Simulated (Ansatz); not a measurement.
## Moving the dispersion correction in Ti2O

The cell as given:

```cif
data_structure
_symmetry_space_group_name_H-M 'P-3m1'
_symmetry_Int_Tables_number 164
_cell_length_a 2.9194
_cell_length_b 2.9194
_cell_length_c 4.7130
_cell_angle_alpha 90.000
_cell_angle_beta 90.000
_cell_angle_gamma 120.000
_cell_volume 34.79
loop_
_atom_site_label
_atom_site_type_symbol
_atom_site_symmetry_multiplicity
_atom_site_Wyckoff_symbol
_atom_site_fract_x
_atom_site_fract_y
_atom_site_fract_z
_atom_site_occupancy
Ti1 Ti 2 d 0.33333 0.66667 0.72126 1
O1 O 1 a 0.00000 0.00000 0.00000 1
```

Kept alike: task relaxation of cell and atoms; functional r2SCAN; k mesh 10 × 10 × 6; occupations fermi-dirac, width 0.05 eV; no spin polarisation. Program: Ansatz, Ansatz PAW, cutoff 500 eV. The mesh is that of the run's cell of 3 atoms. No spin-orbit coupling.

| dispersion correction | volume (Å³/atom) | first edge of the run's cell (Å) | third edge of the run's cell (Å) |
| --- | --- | --- | --- |
| D3(BJ) | 11.919 | 2.935 | 4.794 |
| none | 12.105 | 2.951 | 4.816 |
| rVV10 | 12.020 | 2.944 | 4.804 |

The relaxations keep at least the cell's symmetry (P-3m1). For a metal such a mesh leaves the last digits unconverged. Relaxations stop with a little pressure left, so the last digits of a volume or edge aren't settled. Ansatz's relaxations hold a Pulay term in the stress (up to 0.1 GPa here). All rows use potentials made for PBE.

**Question.** What does the dispersion correction change here?

**Answer.** The volume runs from 11.919 (D3(BJ)) to 12.105 Å³/atom (none). Against no correction: D3(BJ) -1.5 %; rVV10 -0.7 %. Dispersion terms mostly attract and so lower the volume; the schemes' coefficients and damping set how far. The first edge of the run's cell runs from 2.935 (D3(BJ)) to 2.951 Å (none). The third edge of the run's cell runs from 4.794 (D3(BJ)) to 4.816 Å (none).
